## What a looser packing costs in iron

Whoever looks for an unusual form of iron, as a thin film on a substrate or as a phase in a quenched alloy, has to decide early which structures deserve detailed work. A structure that costs a few tens of meV per atom may be within reach of a favourable substrate or an alloying element. One that costs more than 1 eV per atom is a poor candidate. A single number gives a first idea of the cost: among reasonably dense structures, each additional cubic ångström per atom costs about 0.36 eV per atom.

Crystal structures of Fe, with energies per atom counted from the lowest row. They were calculated with Ansatz 0.2.0 using scalar-relativistic r2SCAN, PAW, a plane-wave cutoff of 500 eV and Gaussian smearing of 0.1 eV. Eleven rows had collinear spins started parallel. The other three, the compact changed type (1015 meV), the C type and the Si type with space group number 194, were calculated without spin and so could not carry a magnetic moment. Cell and atoms were relaxed at zero pressure, keeping the symmetry of the starting structure.

```tsv
found from	space group number	atoms in cell	volume per atom (Å³)	over lowest (meV/atom)
In type	139	1	12.04	0.0
W type	223	8	11.99	7.0
La type	194	4	12.19	60.0
Sm type	166	3	12.13	72.0
Ti type	191	3	12.27	72.0
database cell	194	2	12.19	96.0
changed type	69	2	12.61	187.0
Sn type	191	1	13.08	339.0
Sn type	141	2	13.05	395.0
Ca type	221	1	14.03	710.0
changed type	139	2	10.95	1015.0
C type	194	4	12.28	1730.0
Si type	194	4	13.48	1739.0
Si type	227	2	13.91	1807.0
```

Every row is pure iron. In most rows the heading "found from" names the element whose crystal structure served as the starting pattern, and the W type is the complex A15 structure, not the body-centred cubic one. The energies are counted from the In type, a tetragonal cell whose height is 1.645 times its width, where body-centred cubic iron would have a ratio of 1. The zero is therefore a reference within this comparison and not ordinary iron, which is missing from the table. Counted from ordinary iron, every row would probably cost more, all by the same amount. That amount has to be added before an estimate is held against the limits named at the start. The difference between two rows doesn't depend on the choice of zero.

### Why room costs energy

An iron atom in a metal binds mainly by sharing its 3d electrons with its neighbours. The overlap spreads the atomic d levels into a band, and the electrons fill the lower part of it. In the In type the spin-up d levels are almost full and so contribute little to the bonding. That leaves the partly filled spin-down levels, with about two electrons, as the main source of d bonding. The more neighbours an atom has at bonding distance, the wider the band and the larger the gain.

A loosely packed structure takes some of these neighbours away. The bonds that remain become shorter and stronger, but they make up for only part of the loss. The In type has four neighbours at 2.45 Å, which follows from its volume and shape as $(2\times12.04/1.645)^{1/3}$, and eight more at 2.65 Å. The simple cubic Ca type has only six, at 2.41 Å. Half the neighbours are gone, while the bonds have shortened by less than a tenth.

This is why volume can stand in for bonding. As long as bond lengths change little, a larger volume per atom means that more of the space around each atom is empty of neighbours. Volume also registers distortions that change the density but leave the count of neighbours as it was. This argument gives the direction of the trend; that the trend is close to a straight line is a finding from the numbers. The ten rows that set the trend are all ferromagnets with about 2.7 to 2.9 Bohr magnetons per atom, so the trend doesn't come from a loss of magnetic moment. It isn't certain for any row, cheap or dear, that the calculation found the lowest state. A row that missed it has too high an energy, which could shift the slope of the rule as well as single costs.

Loosening the packing differs from stretching a given structure. Stretching iron elastically from the volume of the In type to that of the simple cubic cell would cost about 0.17 eV per atom, if the bulk modulus is taken as roughly 170 GPa. The simple cubic row costs 0.71 eV. Most of that price is thus beyond what elastic expansion would ask, as it should be if the atoms have exchanged a good set of neighbours for a poorer one.

### The rule and two worked rows

Let $V$ be the volume per atom in Å³ and $E$ the energy over the lowest row in meV per atom. The rule is a straight line that starts at the In type:

$$E \approx 360\,(V-12.04).$$

The slope comes from a least-squares fit to ten rows, with the line held at zero for the In type. The fit gives 357 meV/Å³ with a standard error of 11, rounded here for use by hand. The ten rows are all those except the compact cell at 10.95 Å³, the C type and the two Si types. This boundary was drawn with the energies in view, so the accuracy quoted below holds inside it and is no evidence for the boundary itself. It is also a magnetic boundary: the ten rows are ferromagnetic, and the four left out have no moment.

The first worked row is the Sn type with space group number 191, a simple hexagonal cell. Its volume is 13.08 Å³, so the extra volume is $13.08-12.04=1.04$ Å³. The estimate is $360\times1.04\approx374$ meV per atom. The full calculation gives 339, and the estimate is about a tenth too high.

The second is the database cell, which is hexagonal close-packed iron. Here the extra volume is $12.19-12.04=0.15$ Å³, and the estimate is $360\times0.15=54$ meV per atom. The calculated value is 96, so the rule finds little more than half of it. Both rows were part of the fit; the first is a fair example of the looser cells, and the second is the worst case within the range.

### How far the estimate can be trusted

Over the ten rows the typical (root-mean-square) error is 26 meV per atom, and the largest is 42. For the four rows that cost more than 150 meV, this amounts to about a tenth of the value or less. The rule thus separates cheap, moderate and expensive structures well. It can't rank the cheap ones, whose energies are not much larger than its error.

A straight line can owe its slope to one distant point, and here the simple cubic row lies far beyond the others. When the slope is determined from the other nine rows alone, it stays at 357 meV/Å³. The simple cubic row is then predicted at 710 meV, which is its calculated value. Agreement that close is better than the scatter of the other rows allows one to count on, but it shows that the slope doesn't hang on this row.

Counting neighbours is the obvious alternative, since it needs no volume. In the simplest band picture the bonding grows as the square root of the number of neighbours, which again leaves one constant to fit. With the neighbour counts of the parent structures, this rule has a typical error of 98 meV over nine of the ten rows, the changed type being left out because its count is uncertain. Its weakness shows in two rows that both count as six-fold: the simple cubic cell costs 710 meV, the Sn type with space group number 141 only 395. The volumes of the two differ by about 1 Å³, and the volume rule places both to within a tenth of their values.

The price of this advantage is that the volume must be known well. In a simple cubic cell the volume is the cube of the bond length, so an error of 1% in the bond becomes 3% in the volume, or about 0.4 Å³. That shifts the estimate by about 0.15 eV. The sound starting point is a volume calculated with the same functional and for the ferromagnetic state. A measured volume can differ from it by enough to matter, and one built from a guessed bond length gives little more than the order of magnitude. A calculation that yields a sound volume also yields the energy, so the rule serves to understand or check such a result more than to replace it.

### Among close-packed structures, stacking matters

The La type and the database cell have the same volume, yet they differ by 36 meV per atom. Both consist of close-packed layers, and in both each atom has twelve near neighbours. The main difference is the order in which the layers are stacked; their spacing differs by only 2 to 3%. A layer is called hexagonal if the layers above and below it lie in the same position, and cubic if they don't.

Half of the layers are hexagonal in the La type, two thirds in the Sm type and all of them in the database cell. The energies rise in the same order. A straight line between the first and the last puts the Sm type one third of the way up, at $60+36/3=72$ meV, which is the calculated value. Among these three cells, the share of hexagonal layers is therefore a better guide than the volume, although only one row tests the line.

The magnetic state matters here. These three rows are ferromagnets with about 2.8 Bohr magnetons per atom, whereas close-packed iron is known to favour other magnetic arrangements that lie close in energy. Such an arrangement could lower some of these rows and change their order. It would also change the volume: the hexagonal iron known from high-pressure work is much more compact than the cell in the table. A volume measured on that phase must not be put into this rule. The r2SCAN functional also tends to make the moments of iron too large, so it may misplace strongly magnetic structures against weakly magnetic or non-magnetic ones.

### Where volume misleads

The rule fails badly for the structures borrowed from carbon and silicon. The C type has almost the same volume as the Ti type, 12.28 against 12.27 Å³, but it costs 1730 meV per atom where the Ti type costs 72. This gap can't be put down to the parent structure alone. The C type was calculated without spin, whereas the Ti type is a ferromagnet with 2.8 Bohr magnetons per atom, so the gap also contains any energy that the C type would gain from a moment. The same reservation applies to the hexagonal Si type. Only the cubic Si type was free to become magnetic, and it too costs far more than its volume suggests. Volume alone shows neither the parent structure nor the magnetic state. The user has to look at both first, and set aside structures made for atoms with three or four neighbours as well as cells without a moment.

The cubic Si type, which has the diamond structure, shows how volume comes to mislead. Each atom has only four neighbours, and the bonds have shrunk to 2.08 Å. With the bond length of the simple cubic cell, the same structure would fill 21.6 Å³ per atom; in fact it fills 13.91 Å³, slightly less than the simple cubic cell. The shortened bonds hide the emptiness of the structure, and the rule returns 673 meV instead of 1807.

Hidden volume is not the whole explanation, however. The neighbour rule, which isn't deceived by short bonds, gives 780 meV for the diamond structure and so also misses more than half of the cost. Unless the calculation missed a much lower state of this cell, the diamond structure is thus dearer for iron than either simple picture allows. Part of the reason is probably magnetic. The cell was started with parallel spins but ended without a moment, perhaps because its bonds are so short, and so it lacks the energy that the ten rows of the rule gain from parallel spins. How much of the cost is due to this and how much to the four-fold coordination itself, the energies alone can't settle.

The last boundary lies on the dense side. For the compact changed type at 10.95 Å³ the formula gives a negative energy, although the cell lies 1015 meV above the In type. The rule describes what is lost when iron is packed more loosely, and it says nothing about denser cells. This cell was relaxed at zero pressure like the others, so its small volume is not the result of outside compression. It was calculated without spin, however, and iron without a moment tends to be more compact. The missing moment is therefore a likely cause of the small volume and of at least part of the high cost, and with spin the cell might relax to a quite different volume and energy. The rule should be used for ferromagnetic iron from about 12 to 14 Å³ per atom, in parent structures with six or more neighbours. It doesn't tell whether such a structure would hold, because each cell kept the symmetry of its start and may be unstable to a distortion.
